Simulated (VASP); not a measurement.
Runs of VASP 6.6.1 on BN. It takes space group P6_3mc (No. 186, hexagonal). The conventional cell has a = 2.554 Å, b = 2.554 Å, c = 4.227 Å, α = 90.00°, β = 90.00°, γ = 120.00°. Around N (site symmetry 3m) lie 4 B at 1.57 to 1.58 Å. B (site symmetry 3m) has 4 N at 1.57 to 1.58 Å as nearest neighbours. Measurements of this composition are mostly on another form, of space group No. 194.

```tsv
level	potentials or basis	further INCAR settings	gap on the mesh (eV)
r2SCAN	VASP PAW PBE potentials, release 64 (N, B)	ALGO = Normal; EDIFF = 1e-06	5.72
TB-mBJ	VASP PAW PBE potentials, release 64 (N, B)	ALGO = Normal; EDIFF = 1e-06	6.70
PBEsol	VASP PAW PBE potentials, release 64 (N, B)	ALGO = Fast; EDIFF = 1e-06	4.97
LDA	VASP PAW LDA potentials, release 64 (N, B)	ALGO = Fast; EDIFF = 1e-06	(a)
```

Alike in all rows: task band structure; no spin polarisation; cell as given; k mesh 12 × 12 × 6; cutoff (eV) 520; smearing gaussian 0.02 eV.

Problem. Estimate the missing entries.

Solution. (a) 4.96.

